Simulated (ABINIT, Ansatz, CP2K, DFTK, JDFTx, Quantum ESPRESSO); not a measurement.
## Cost and result for the band gap of C

The structure is cubic, space group Fd-3m (No. 227). Conventional cell: a = 3.567 Å, b = 3.567 Å, c = 3.567 Å, α = 90.00°, β = 90.00°, γ = 90.00°. C (site symmetry -43m) is surrounded by 4 C at 1.54 Å.

```tsv
rung	level	program and potentials	cutoff (eV)	k mesh	task	core time	chip	band gap (eV)	miss (eV)	notes
GGA	PBEsol	Ansatz, all-electron LAPW, scalar-relativistic	-	13 × 13 × 13	band structure	6.4 s	Arm Neoverse V1	4.02	-1.45	-
GGA	PBEsol	Ansatz, PAW datasets made for the crystal	540	10 × 10 × 10	single point	6.4 s	AMD EPYC Zen 3	(a)	?	-
LDA	LDA	JDFTx, PseudoDojo-SR-LDA-0.4.1-standard with smoothed tails	1116	13 × 13 × 13	band structure	6.8 s	Intel Xeon Platinum 8259CL Skylake/Cascade Lake	4.14	-1.33	from the band path
GGA	PBE	ABINIT, PseudoDojo NC SR PBE v0.4 stringent	1007	10 × 10 × 10	single point	7.5 s	Arm Neoverse V1	4.23	-1.24	-
GGA	revPBE	Quantum ESPRESSO, SG15 PBE 1.2	1197	13 × 13 × 13	band structure	13 s	Arm Neoverse V1	4.23	-1.24	potentials made for PBE; from the band path
GGA	AM05	Quantum ESPRESSO, SG15 PBE 1.2	1197	13 × 13 × 13	band structure	13 s	Arm Neoverse V1	3.98	-1.49	potentials made for PBE; from the band path
GGA	PBEsol	Quantum ESPRESSO, SG15 PBE 1.2	1197	13 × 13 × 13	band structure	13 s	Arm Neoverse V1	4.00	-1.47	potentials made for PBE; from the band path
GGA	RPBE	Quantum ESPRESSO, SG15 PBE 1.2	1197	13 × 13 × 13	band structure	13 s	Arm Neoverse V1	4.25	-1.22	potentials made for PBE; from the band path
GGA	PBE	Quantum ESPRESSO, SG15 PBE 1.2	1197	13 × 13 × 13	band structure	13 s	Arm Neoverse V1	(b)	?	from the band path
GGA	PBE	CP2K, GTH_POTENTIALS C GTH-PADE-q4; DZVP-MOLOPT-SR-GTH basis	-	13 × 13 × 13	band structure	36 s	Arm Neoverse V2	4.45	-1.02	atomic basis; potentials made for LDA; from the band path
GGA	PBE	CP2K, GTH_POTENTIALS C GTH-PBE-q4; DZVP-MOLOPT-SR-GTH basis	-	13 × 13 × 13	band structure	36 s	Arm Neoverse V2	4.29	-1.18	atomic basis
GGA	PBEsol	DFTK, SG15 1.2 (PBE)	1225	13 × 13 × 13	band structure	1.9 min	Intel Xeon Skylake/Cascade Lake	4.00	-1.47	potentials made for PBE
```

Times are single runs on shared hosts and different chips, so they are rough; meshes, cutoffs and the tasks' sizes weigh on the time. All rows: no spin polarisation. Gaps are the least found on the k mesh or the band path, and a mesh can miss the band edges. The cell comes from a database and isn't always the measured one. Meshes differ between rows, which moves values too. All levels ran on this one cell, unrelaxed unless noted. Meshes are those of the run's cell of 2 atoms unless a note names another. Misses use the values as printed. Runs on faulty files, with rough fits or with known faults for this quantity aren't shown. No row holds spin-orbit coupling.

Measured: 5.47 eV at 300 K (a printed reference work). The runs are for a static lattice.

Q: Estimate the values left out from the other rows.

A: (a) 4.04 eV, miss -1.43; (b) 4.18 eV, miss -1.29.
